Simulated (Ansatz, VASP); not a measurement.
## AlGa3As4 (random alloy of the zinc-blende GaAs-AlAs line, x = 0.25): VASP beside Ansatz

One calculation is typed for both programs; each brings its own data sets. How far apart do they land? Of the first pair: The structure shown is the start of the Ansatz relaxation below; VASP solves that cell, so the two are compared at the walk's first step.

Calculated with Ansatz 0.2.0; plane waves, with VASP 6.6.1 beside it; PBE.

## (1) Set-up

The cell holds 64 atoms: 24 Ga, 32 As and 8 Al. Cell: a = 11.490 Å, b = 11.490 Å, c = 11.490 Å, α = 90.0°, β = 90.0°, γ = 90.0°. It derives from GaAs (zinc-blende GaAs-AlAs), repeated 2×2×2. Zinc-blende GaAs-AlAs: 64 atoms, 8 of 32 Ga sites given to Al at random, cell and internal coordinates interpolated linearly between the end members (Vegard's rule); (so at first; earlier steps may have moved the atoms), displaced by a Gaussian of 0.02 A. Lattice constants are starting values near those of PBE.

## (2) Ansatz: relaxation, PBE

Ansatz runs on its default PAW (the set named soft_2) files.

The two programs are compared at the cell with which this relaxation starts, whose forces are those of its first step.

input.yaml

```yaml
crystal:
  lattice:
    - [11.49, 0.0, 0.0]
    - [0.0, 11.49, 0.0]
    - [0.0, 0.0, 11.49]
  atoms:
    - { symbol: Ga, position: [0.00283, 0.99894, 0.99908] }
    - { symbol: As, position: [0.12313, 0.12651, 0.12099] }
    - { symbol: Ga, position: [0.00304, 0.24868, 0.25056] }
    - { symbol: As, position: [0.12457, 0.37755, 0.37141] }
    - { symbol: Ga, position: [0.24944, 0.99933, 0.25197] }
    - { symbol: As, position: [0.37309, 0.1247, 0.37347] }
    - { symbol: Ga, position: [0.25007, 0.25101, 0.99808] }
    - { symbol: As, position: [0.37699, 0.37657, 0.12587] }
    - { symbol: Al, position: [0.00157, 0.99881, 0.49979] }
    - { symbol: As, position: [0.12337, 0.12453, 0.62592] }
    - { symbol: Ga, position: [0.9988, 0.24931, 0.7488] }
    - { symbol: As, position: [0.12353, 0.37383, 0.87498] }
    - { symbol: Ga, position: [0.24806, 0.00041, 0.75289] }
    - { symbol: As, position: [0.37629, 0.12467, 0.87345] }
    - { symbol: Ga, position: [0.2487, 0.25295, 0.50009] }
    - { symbol: As, position: [0.37389, 0.37533, 0.62866] }
    - { symbol: Ga, position: [0.00021, 0.50107, 0.00052] }
    - { symbol: As, position: [0.12439, 0.62301, 0.12439] }
    - { symbol: Al, position: [0.99964, 0.75102, 0.25146] }
    - { symbol: As, position: [0.12662, 0.8755, 0.37654] }
    - { symbol: Ga, position: [0.24869, 0.50218, 0.25089] }
    - { symbol: As, position: [0.37448, 0.62585, 0.37487] }
    - { symbol: Ga, position: [0.25197, 0.75265, 0.0038] }
    - { symbol: As, position: [0.37257, 0.87249, 0.12412] }
    - { symbol: Al, position: [0.00028, 0.50153, 0.50055] }
    - { symbol: As, position: [0.12148, 0.62447, 0.62644] }
    - { symbol: Al, position: [0.0004, 0.75133, 0.74961] }
    - { symbol: As, position: [0.12465, 0.87532, 0.87571] }
    - { symbol: Ga, position: [0.25035, 0.50021, 0.74883] }
    - { symbol: As, position: [0.37566, 0.62521, 0.87697] }
    - { symbol: Al, position: [0.25209, 0.75032, 0.49935] }
    - { symbol: As, position: [0.37389, 0.87574, 0.62513] }
    - { symbol: Ga, position: [0.4994, 8.0e-05, 0.99892] }
    - { symbol: As, position: [0.62622, 0.12422, 0.12713] }
    - { symbol: Ga, position: [0.5007, 0.25103, 0.24809] }
    - { symbol: As, position: [0.62529, 0.37629, 0.37334] }
    - { symbol: Ga, position: [0.74954, 6.0e-05, 0.24761] }
    - { symbol: As, position: [0.87555, 0.12647, 0.3735] }
    - { symbol: Ga, position: [0.75061, 0.24772, 0.99993] }
    - { symbol: As, position: [0.87219, 0.37695, 0.12571] }
    - { symbol: Ga, position: [0.49996, 0.99865, 0.50222] }
    - { symbol: As, position: [0.62842, 0.12177, 0.62715] }
    - { symbol: Ga, position: [0.50283, 0.25059, 0.74791] }
    - { symbol: As, position: [0.6265, 0.37469, 0.87395] }
    - { symbol: Ga, position: [0.74786, 0.00096, 0.75138] }
    - { symbol: As, position: [0.87391, 0.12591, 0.87301] }
    - { symbol: Ga, position: [0.7514, 0.25008, 0.49968] }
    - { symbol: As, position: [0.87482, 0.37651, 0.62631] }
    - { symbol: Ga, position: [0.50092, 0.50024, 0.00014] }
    - { symbol: As, position: [0.62608, 0.6254, 0.12619] }
    - { symbol: Ga, position: [0.49946, 0.74576, 0.25181] }
    - { symbol: As, position: [0.62881, 0.87577, 0.37483] }
    - { symbol: Al, position: [0.74976, 0.49979, 0.25003] }
    - { symbol: As, position: [0.87305, 0.6241, 0.37326] }
    - { symbol: Ga, position: [0.75043, 0.74948, 0.00086] }
    - { symbol: As, position: [0.8747, 0.87672, 0.12537] }
    - { symbol: Al, position: [0.50381, 0.4967, 0.49887] }
    - { symbol: As, position: [0.62657, 0.6294, 0.62457] }
    - { symbol: Al, position: [0.50008, 0.74961, 0.75232] }
    - { symbol: As, position: [0.6245, 0.87618, 0.87444] }
    - { symbol: Ga, position: [0.74778, 0.50055, 0.75088] }
    - { symbol: As, position: [0.87725, 0.62481, 0.87393] }
    - { symbol: Ga, position: [0.75098, 0.75042, 0.50049] }
    - { symbol: As, position: [0.87487, 0.87702, 0.62564] }
kpoints:
  mp_grid: { grid: [1, 1, 1] }
hamiltonian:
  xc: pbe
scf:
  occupations: { method: fermi_dirac, width: 0.025 }
output:
  forces: true
relax:
  f_tol: 0.04
  max_steps: 150
  cell: {}
```

Run with:

```bash
ansatz run input.yaml --threads 4 --pin off --max-ram 8192MiB --backend cpu --events-out ev --progress --plain --runs-dir out
```

Numbers of over 12 decimals in the logs are rounded to 6 here.

Output:

```text
Engine: ansatz 0.2.0, x86_64-unknown-linux-gnu
Pseudopotentials: kind: paw
Pseudopotential: Ga, paw, valence charge 13, recommended cutoff 420 eV (normal), Ga.paw.azcp
Pseudopotential: As, paw, valence charge 15, recommended cutoff 420 eV (normal), As.paw.azcp
Pseudopotential: Al, paw, valence charge 3, recommended cutoff 420 eV (normal), Al.paw.azcp
Functional definition: PBE
  parameter kappa = 0.804
  parameter beta = 0.066725
  exchange = pbe_x(kappa = kappa, mu = beta*pi^2/3)
  correlation = pbe_c(beta = beta)
Crystal: 64 atoms, lattice volume = 1516.911 Å³
Basis set: ecut = 420 eV, 29423 PW (Γ), exchange–correlation on 160×160×160 points (8 copies of the dense FFT grid, shifted against one another)
Bands: 490, of which v1, the nominal top of the filled ones, is band 408 counted from 1 (407 counted from 0)
Symmetry: 1 space group operations
Space group: P1 (ITA 1), of the structure as read, at distance tolerance 1.1e-4 Å
k-points: 1
Non-local potential: Ga, projectors of the file, l = 0: 2, l = 1: 2, l = 2: 3, l = 3: 1
Non-local potential: As, projectors of the file, l = 0: 2, l = 1: 2, l = 2: 3, l = 3: 1
Non-local potential: Al, projectors of the file, l = 0: 2, l = 1: 2, l = 2: 1
PAW form: soft (Blöchl's): semilocal exchange-correlation on the pseudo side does not see the compensation charge
PAW one-centre angular grid: Ga, 590 points (default); XC on 64 Gauss nodes
PAW one-centre angular grid: As, 590 points (default); XC on 64 Gauss nodes
PAW one-centre angular grid: Al, 110 points (default); XC on 64 Gauss nodes
Initial density: superposition of atomic densities (neutral atoms: chi_scale 0, normalization atom), corrected by the library's trained network
Initial wavefunctions: pseudopotential atomic-orbital guess
Functional: x = pbe(κ = 0.804, μ = 0.219515), c = pbe(β = 0.066725)
SCF iter   1: F=—  HF=-250507.564397 eV  |F-HF|=—  |Δ(HF+E_count)|=         —  Δρ=1.67e-3  dr2=2.92e-2  ethr=1.77e-3  ⟨swp⟩=6.0  Hψ=1782  notcnv=0  defer=1
preconditioner: auto → Resta (q_TF=auto, 2.460 Å⁻¹)  ε∞=3.5  [insulator: Δε(μ)=0.474 eV  Ē_g=13.491 eV  σ=0.025 eV  W_gap=1.00  n_scr=388 (ndim 8)  ℏωp=21.2 eV  f_vac=0.075  D(μ)=0.01/eV (n_scr^D=0)  ε∞_Penn≈3.5]
SCF iter   2: F=—  HF=-250507.536322 eV  |F-HF|=—  |Δ(HF+E_count)|=   2.81e-2  Δρ=7.28e-4  dr2=6.78e-3  ethr=3.58e-6  ⟨swp⟩=2.0  Hψ=972  notcnv=0  defer=68
SCF iter   3: F=—  HF=-250507.536963 eV  |F-HF|=—  |Δ(HF+E_count)|=   6.41e-4  Δρ=4.26e-4  dr2=1.61e-3  ethr=8.31e-7  ⟨swp⟩=2.0  Hψ=821  notcnv=0  defer=68
SCF iter   4: F=—  HF=-250507.536195 eV  |F-HF|=—  |Δ(HF+E_count)|=   7.68e-4  Δρ=1.15e-4  dr2=1.74e-4  ethr=1.97e-7  ⟨swp⟩=2.0  Hψ=661  notcnv=0  defer=68
SCF iter   5: F=—  HF=-250507.536224 eV  |F-HF|=—  |Δ(HF+E_count)|=   2.88e-5  Δρ=3.40e-5  dr2=2.29e-5  ethr=2.13e-8  ⟨swp⟩=2.0  Hψ=821  notcnv=0  defer=68
SCF iter   6: F=—  HF=-250507.536867 eV  |F-HF|=—  |Δ(HF+E_count)|=   6.43e-4  Δρ=2.43e-5  dr2=5.94e-6  ethr=2.80e-9  ⟨swp⟩=2.0  Hψ=821  notcnv=0  defer=68
SCF iter   7: F=—  HF=-250507.536870 eV  |F-HF|=—  |Δ(HF+E_count)|=   2.79e-6  Δρ=4.01e-6  dr2=3.38e-7  ethr=7.28e-10  ⟨swp⟩=2.0  Hψ=822  notcnv=0  defer=68
SCF iter   8: F=—  HF=-250507.536871 eV  |F-HF|=—  |Δ(HF+E_count)|=   7.12e-7  Δρ=2.43e-6  dr2=8.50e-8  ethr=1.23e-11  ⟨swp⟩=4.0  Hψ=1698  notcnv=0
SCF iter   9: F=-250507.536871 eV  HF=-250507.536871 eV  |F-HF|=2.27e-9  |Δ(HF+E_count)|=   4.10e-8  Δρ=9.17e-7  dr2=9.15e-9  ethr=1.04e-11  ⟨swp⟩=4.0  Hψ=1540  notcnv=0
SCF 1 converged in 9 iterations: F = -250507.536871 eV  dr2 = 9.15e-9
  greatest PAW one-centre occupation: 0.999 electrons in one spin orbital (limit 2), on the As atom at site 23 (counted from 0), in its partial waves of l = 2
relax step   1: F+E_penalty+E_count = -250507.53687064 eV  Δ(F+E_penalty+E_count) = +0.000e0 eV  max|allowed force component| = 5.419e-1 eV/Å  Δτ_max = 0.0000 Å  P = +0.046 GPa  Ω = 1516.911 Å³  (9 SCF iters, dr2 threshold 1.00e-7 eV, accepted)
Crystal: 64 atoms, lattice volume = 1514.508 Å³
Basis set: ecut = 420 eV, 29453 PW (Γ), exchange–correlation on 160×160×160 points (8 copies of the dense FFT grid, shifted against one another)
Initial density: handed on by an earlier stage of this run
Initial wavefunctions: those handed on with the density
iter 1 solved again at ethr=1.01e-5 eV; its pass at ethr=3.10e-3 eV (dr2=8.23e-2 eV) is discarded
SCF iter   1: F=—  HF=-250507.850514 eV  |F-HF|=—  |Δ(HF+E_count)|=         —  Δρ=3.16e-3  dr2=8.39e-2  ethr=1.01e-5  ⟨swp⟩=3.0  Hψ=1919  notcnv=0
preconditioner: auto → Resta (q_TF=auto, 2.461 Å⁻¹)  ε∞=3.5  [insulator: Δε(μ)=0.508 eV  Ē_g=13.505 eV  σ=0.025 eV  W_gap=1.00  n_scr=388 (ndim 8)  ℏωp=21.3 eV  f_vac=0.075  D(μ)=0.01/eV (n_scr^D=0)  ε∞_Penn≈3.5]
SCF iter   2: F=—  HF=-250507.839285 eV  |F-HF|=—  |Δ(HF+E_count)|=   1.12e-2  Δρ=1.62e-3  dr2=2.00e-2  ethr=1.01e-5  ⟨swp⟩=2.0  Hψ=593  notcnv=0
[...]
atom  12  As    -0.00010273    -0.00111416     0.00187390
  atom  13  Ga     0.00220917     0.00097577    -0.00197512
  atom  14  As    -0.00077737    -0.00219036    -0.00176643
  atom  15  Ga     0.00045806    -0.00041067     0.00097459
  atom  16  As     0.00081588     0.00053939     0.00131382
  atom  17  Ga     0.00147892    -0.00405679    -0.00162225
  atom  18  As     0.00117251    -0.00101118     0.00145010
  atom  19  Al     0.00212690     0.00120514     0.00215190
  atom  20  As     0.00002311    -0.00200361     0.00029449
  atom  21  Ga     0.00087310     0.00167426    -0.00165855
  atom  22  As     0.00023154    -0.00062045     0.00274132
  atom  23  Ga    -0.00248959    -0.00498374    -0.00021512
  atom  24  As    -0.00192207    -0.00037673    -0.00187765
  atom  25  Al     0.00203292     0.00244377     0.00024924
  atom  26  As    -0.00120522     0.00082626    -0.00158423
  atom  27  Al     0.00171384    -0.00083676    -0.00602031
  atom  28  As     0.00011485    -0.00002677     0.00050934
  atom  29  Ga     0.00014717    -0.00259735    -0.00003512
  atom  30  As     0.00099883    -0.00213672     0.00011504
  atom  31  Al    -0.00145521     0.00239280    -0.00309053
  atom  32  As     0.00202076    -0.00198764    -0.00090967
  atom  33  Ga     0.00167261     0.00321531    -0.00053891
  atom  34  As     0.00042370    -0.00027314    -0.00024140
  atom  35  Ga    -0.00037622     0.00021655     0.00108619
[...]
atom  57  Al     0.00348287    -0.00000870    -0.00450782
  atom  58  As     0.00166691     0.00002378     0.00155128
  atom  59  Al    -0.00005928     0.00383816    -0.00348234
  atom  60  As    -0.00208580     0.00049439     0.00070737
  atom  61  Ga     0.00017741    -0.00149099    -0.00065076
  atom  62  As    -0.00239541     0.00068892    -0.00076556
  atom  63  Ga    -0.00557751     0.00236190    -0.00263320
  atom  64  As     0.00233484     0.00059582     0.00066653
  max |Σ_I F_I| component: 2.78e-6 eV/Å
--- Stress (GPa, compression-positive) ---
        0.011196       0.006979      -0.007372
        0.006979       0.008068       0.008532
       -0.007372       0.008532       0.011830
  P = ⅓ Tr σ = 0.0104 GPa (0.104 kbar)
--- Relaxed structure (3 steps of the walk, 3 accepted, 1 SCFs on fresh bases) ---
  F+E_penalty+E_count = -250507.86378815 eV   max|allowed force component| = 6.020e-3 eV/Å   (the final SCF, on the basis selected at the relaxed cell)
  cell:  # Å, volume = 1516.3129 Å³
    - [11.487979, -0.000603648, 0.000589265]
    - [-0.000603648, 11.488759, -0.00100245]
    - [0.000589265, -0.00100245, 11.488732]
  atoms:
    - { symbol: Ga, position: [0.000129498, 1.000087, 1.000174] }
    - { symbol: As, position: [0.125143, 0.125242, 0.125152] }
    - { symbol: Ga, position: [8.702129755704027e-5, 0.250260, 0.250120] }
    - { symbol: As, position: [0.124684, 0.375617, 0.375571] }
    - { symbol: Ga, position: [0.250054, 1.000052, 0.250236] }
    - { symbol: As, position: [0.375293, 0.125171, 0.375073] }
    - { symbol: Ga, position: [0.250103, 0.250419, 1.000010] }
    - { symbol: As, position: [0.375066, 0.375468, 0.125178] }
    - { symbol: Al, position: [0.000186198, 0.999934, 0.499961] }
    - { symbol: As, position: [0.124596, 0.124824, 0.624658] }
    - { symbol: Ga, position: [1.000135, 0.250327, 0.749964] }
    - { symbol: As, position: [0.124994, 0.375529, 0.874955] }
    - { symbol: Ga, position: [0.250017, 0.000187536, 0.750036] }
    - { symbol: As, position: [0.375166, 0.125203, 0.875024] }
    - { symbol: Ga, position: [0.250098, 0.250214, 0.500175] }
    - { symbol: As, position: [0.375507, 0.375743, 0.624613] }
    - { symbol: Ga, position: [0.000120872, 0.500405, 0.00017662] }
    - { symbol: As, position: [0.124621, 0.625763, 0.125569] }
    - { symbol: Al, position: [1.000080, 0.750297, 0.250543] }
    - { symbol: As, position: [0.124653, 0.874773, 0.375525] }
    - { symbol: Ga, position: [0.250006, 0.500429, 0.250270] }
    - { symbol: As, position: [0.375072, 0.625317, 0.376045] }
    - { symbol: Ga, position: [0.250160, 0.750199, 0.000121379] }
    - { symbol: As, position: [0.375338, 0.875103, 0.125265] }
    - { symbol: Al, position: [9.693156425454444e-5, 0.500608, 0.500137] }
    - { symbol: As, position: [0.124682, 0.625677, 0.624612] }
    - { symbol: Al, position: [0.000132352, 0.750088, 0.749874] }
    - { symbol: As, position: [0.124678, 0.874754, 0.874738] }
    - { symbol: Ga, position: [0.250117, 0.500427, 0.749929] }
    - { symbol: As, position: [0.375529, 0.625678, 0.874607] }
    - { symbol: Al, position: [0.249884, 0.750336, 0.500058] }
    - { symbol: As, position: [0.375020, 0.874357, 0.625067] }
    - { symbol: Ga, position: [0.500226, 6.846932315262845e-5, 0.999958] }
    - { symbol: As, position: [0.624988, 0.125218, 0.125062] }
    - { symbol: Ga, position: [0.500187, 0.250390, 0.250087] }
    - { symbol: As, position: [0.625033, 0.375951, 0.375076] }
    - { symbol: Ga, position: [0.750162, 0.000282637, 0.250037] }
    - { symbol: As, position: [0.875638, 0.124805, 0.375529] }
    - { symbol: Ga, position: [0.750359, 0.250271, 1.000054] }
    - { symbol: As, position: [0.875009, 0.375686, 0.125439] }
    - { symbol: Ga, position: [0.500073, 0.999977, 0.500201] }
    - { symbol: As, position: [0.625229, 0.125230, 0.624829] }
    - { symbol: Ga, position: [0.500089, 0.250292, 0.749879] }
    - { symbol: As, position: [0.625144, 0.375322, 0.874979] }
    - { symbol: Ga, position: [0.750101, 8.75205585126393e-5, 0.750001] }
    - { symbol: As, position: [0.875314, 0.125140, 0.874920] }
    - { symbol: Ga, position: [0.750217, 0.250376, 0.499801] }
    - { symbol: As, position: [0.875544, 0.375669, 0.624654] }
    - { symbol: Ga, position: [0.500085, 0.500440, 8.404149988429186e-6] }
    - { symbol: As, position: [0.625618, 0.624849, 0.125411] }
    - { symbol: Ga, position: [0.500190, 0.749829, 0.250146] }
    - { symbol: As, position: [0.625254, 0.874983, 0.375189] }
    - { symbol: Al, position: [0.750191, 0.500129, 0.250290] }
    - { symbol: As, position: [0.875566, 0.624747, 0.374628] }
    - { symbol: Ga, position: [0.750166, 0.750335, 0.000106904] }
    - { symbol: As, position: [0.875601, 0.874718, 0.125563] }
    - { symbol: Al, position: [0.500221, 0.500229, 0.499847] }
    - { symbol: As, position: [0.624266, 0.625226, 0.624954] }
    - { symbol: Al, position: [0.500204, 0.750334, 0.749881] }
    - { symbol: As, position: [0.624826, 0.874755, 0.874678] }
    - { symbol: Ga, position: [0.750153, 0.500406, 0.749968] }
    - { symbol: As, position: [0.875567, 0.625632, 0.874763] }
    - { symbol: Ga, position: [0.750403, 0.749931, 0.500263] }
    - { symbol: As, position: [0.875915, 0.875167, 0.625020] }
```

Reading the cycles: dr2 is the Hartree energy of the density residual (eV), the measure of convergence; HF is the Harris–Foulkes estimate of the energy, which meets the free energy F at convergence.

(Continued in part 2 of 2.)

[Lines on the potential files, build, host, timing and source positions are cut from VASP's logs without a mark.]

[Logs are printed without paths, hosts, clocks, repeated set-up lines and the standing remarks that a program may print on its own settings, such as how far it seeks lower states.]

[Hosts, paths, dates, database ids (printed as entryN), source tags and the programs' standing remarks are cut or masked in the printed files.]
